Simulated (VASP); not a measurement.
# BeTe in VASP 6.6.1, relaxation

INCAR

```
LASPH = .TRUE.
EDIFFG = -5E-3
ISMEAR = -1
LWAVE = .FALSE.
PREC = Accurate
NSW = 40
LCHARG = .FALSE.
NELM = 74
LREAL = .FALSE.
IBRION = 2
NBANDS = 11
EDIFF = 1E-7
ENCUT = 600
PSTRESS = 10
SIGMA = 0.02
ISIF = 3
METAGGA = SCAN
```

KPOINTS

```
KPOINTS created by Atomic Simulation Environment
0
Gamma
8 8 8
0 0 0
```

POSCAR

```
Be Te
 1.0000000000000000
     2.9910196499000001    0.0000000000000000    0.0000000000000000
     0.0000000000000000    2.9910196499000001    0.0000000000000000
     0.0000000000000000    0.0000000000000000    2.9910196499000001
 Be  Te
   1   1
Cartesian
  0.0000000000000000  0.0000000000000000  0.0000000000000000
  1.4955098249500001  1.4955098249500001  1.4955098249500001
```

The recommended PBE PAW datasets give the neutral cell 8 valence electrons.

Command

```
mpirun -np 1 vasp_std
```

OSZICAR

```
N       E                     dE             d eps       ncg     rms          rms(c)
DAV:   1    -0.112470510035E+02   -0.11247E+02   -0.42372E+03   770   0.735E+02
DAV:   2    -0.388126750047E+02   -0.27566E+02   -0.26249E+02  1024   0.113E+02
DAV:   3    -0.397534697940E+02   -0.94079E+00   -0.93701E+00   995   0.205E+01
DAV:   4    -0.397605093278E+02   -0.70395E-02   -0.70383E-02   941   0.221E+00
DAV:   5    -0.397605841083E+02   -0.74780E-04   -0.74778E-04   971   0.232E-01    0.154E+01
DAV:   6    -0.391882783953E+02    0.57231E+00   -0.45780E-01   839   0.570E+00    0.116E+01
DAV:   7    -0.392364283933E+02   -0.48150E-01   -0.96091E-01   815   0.571E+00    0.628E+00
DAV:   8    -0.391439986735E+02    0.92430E-01   -0.21859E-01   827   0.272E+00    0.161E+00
DAV:   9    -0.391350875978E+02    0.89111E-02   -0.29870E-02   884   0.131E+00    0.736E-01
DAV:  10    -0.391356055960E+02   -0.51800E-03   -0.14734E-03   899   0.286E-01    0.113E+00
...
DAV:   4    -0.401305052474E+02   -0.40384E-06   -0.10831E-05   833   0.242E-02    0.285E-02
DAV:   5    -0.401305056611E+02   -0.41369E-06   -0.17046E-06   824   0.877E-03    0.256E-02
DAV:   6    -0.401305111495E+02   -0.54884E-05   -0.30707E-06   821   0.950E-03    0.207E-02
DAV:   7    -0.401305108317E+02    0.31777E-06   -0.31099E-06   794   0.963E-03    0.212E-02
DAV:   8    -0.401305065143E+02    0.43174E-05   -0.82003E-07   788   0.685E-03    0.886E-03
DAV:   9    -0.401305052087E+02    0.13056E-05   -0.58266E-08   424   0.163E-03    0.171E-02
DAV:  10    -0.401305067122E+02   -0.15035E-05   -0.53492E-08   426   0.181E-03    0.429E-03
DAV:  11    -0.401305073422E+02   -0.63002E-06   -0.17712E-08   412   0.104E-03    0.280E-04
DAV:  12    -0.401305073600E+02   -0.17731E-07   -0.16492E-09   412   0.401E-04
   5 F= -.39904479E+02 E0= -.39904069E+02  d E =-.208788E-04
```

From OUTCAR

```
k-points           NKPTS =     35   k-points in BZ     NKDIM =     35   number of bands    NBANDS=     11

   NELECT =       8.0000    total number of electrons

   dimension x,y,z NGX =    24 NGY =   24 NGZ =   24
   dimension x,y,z NGXF=    48 NGYF=   48 NGZF=   48

  energy-cutoff  :      600.00
  volume of cell :       36.21
      direct lattice vectors                 reciprocal lattice vectors
     3.308450109 -0.000000000  0.000000000     0.302256334 -0.000000000 -0.000000000
     0.000000000  3.308450109 -0.000000000     0.000000000  0.302256334 -0.000000000
     0.000000000  0.000000000  3.308450109    -0.000000000  0.000000000  0.302256334

 k-points in reciprocal lattice and weights: KPOINTS created by Atomic Simulation Env
   0.00000000  0.00000000  0.00000000       0.002
   0.12500000  0.00000000  0.00000000       0.012
   0.25000000  0.00000000  0.00000000       0.012
   0.37500000  0.00000000  0.00000000       0.012
   0.50000000  0.00000000  0.00000000       0.006
   0.12500000  0.12500000  0.00000000       0.023
   0.25000000  0.12500000  0.00000000       0.047
   0.37500000  0.12500000  0.00000000       0.047
   ...

 E-fermi :   8.4807

 k-point     1 :       0.0000    0.0000    0.0000
  band No.  band energies     occupation
      1      -6.5834      2.00000
      2       7.2229      2.00000
      3       7.2229      2.00000
      4       7.2229      2.00000
      5       9.2711      0.00000
      6      12.3361      0.00000
      7      12.3361      0.00000
      8      17.5335      0.00000
      9      17.5335      0.00000
     10      17.5335      0.00000
     11      23.7205      0.00000

 k-point     2 :       0.1250    0.0000    0.0000
  band No.  band energies     occupation
      1      -6.3975      2.00000
      2       5.3663      2.00000
      3       7.4342      2.00000
      4       7.4342      2.00000
      5       9.9468      0.00000
      6      12.5344      0.00000
      7      14.0396      0.00000
      8      16.8254      0.00000
      9      16.8254      0.00000
     10      16.9347      0.00000
     11      22.4123      0.00000

 k-point     3 :       0.2500    0.0000    0.0000
  band No.  band energies     occupation
      1      -5.8701      2.00000
      2       2.8495      2.00000
      3       8.0437      2.00000
      4       8.0437      2.00000
      5      10.5185      0.00000
      6      13.1251      0.00000
      7      15.1644      0.00000
      8      15.1644      0.00000
      9      15.6277      0.00000
     10      17.5462      0.00000
     11      19.8054      0.00000

 k-point     4 :       0.3750    0.0000    0.0000
  band No.  band energies     occupation
      1      -5.1503      2.00000
      2       0.8465      2.00000
      3       8.9311      0.00000
      4       8.9311      0.00000
      5      11.1407      0.00000
      6      13.4147      0.00000
      7      13.4147      0.00000
      8      14.0781      0.00000
      9      14.3095      0.00000
     10      17.6275      0.00000
     11      21.4573      0.00000

 k-point     5 :       0.5000    0.0000    0.0000
  band No.  band energies     occupation
      1      -4.7345      2.00000
      2      -0.0064      2.00000
      3       9.5257      0.00000
      4       9.5257      0.00000
      5      11.5495      0.00000
      6      12.5046      0.00000
      7      12.5046      0.00000
      8      13.6381      0.00000
      9      14.9561      0.00000
     10      16.3397      0.00000
     11      24.3966      0.00000

 ...

  Total        0.2312133      0.2312133      0.2312133     -0.0000000      0.0000000      0.0000000
  in kB       10.2293858     10.2293858     10.2293858     -0.0000000      0.0000000      0.0000000
  external PRESSURE =       0.2293858 kB  Pullay stress =      10.0000000 kB

 POSITION                                       TOTAL-FORCE (eV/Angst)
 -----------------------------------------------------------------------------------
      3.30845     -0.00000      0.00000         0.000000      0.000000      0.000000
      1.65423      1.65423      1.65423        -0.000000     -0.000000      0.000000
 -----------------------------------------------------------------------------------
    total drift:                               -0.000000     -0.000000     -0.000000

  FREE ENERGIE OF THE ION-ELECTRON SYSTEM (eV)
  ---------------------------------------------------
  free  energy   TOTEN  =       -40.1305073600 eV

  energy  without entropy=      -40.1296877016  energy(sigma->0) =      -40.13009753
```

| ionic step | ΔH (meV/atom) | volume (Å³) | largest force (eV/Å) | pressure (GPa) | electronic steps |
| --- | --- | --- | --- | --- | --- |
| 1 | 0.0 | 26.76 | 0.000 | 42.50 | 17 |
| 2 | -373.0 | 42.55 | 0.000 | -7.13 | 16 |
| 3 | -468.0 | 36.02 | 0.000 | 1.44 | 21 |
| 4 | -468.2 | 36.29 | 0.000 | 0.86 | 13 |
| 5 | -468.2 | 36.21 | 0.000 | 1.02 | 12 |

It converged. Results: relaxed cell vector lengths 3.308, 3.308, 3.308 Å; relaxed cell volume 36.21 Å³.

 The volume moved far on the plane waves of the start cell, so a restart from CONTCAR is due.

For comparison, a separate PBE relaxation on usual settings, not on those above, ends at 37.84 Å³.

The run above took about 2.3 min on one core of a shared host (Intel Xeon Platinum 8488C) and held 0.15 GiB at most.
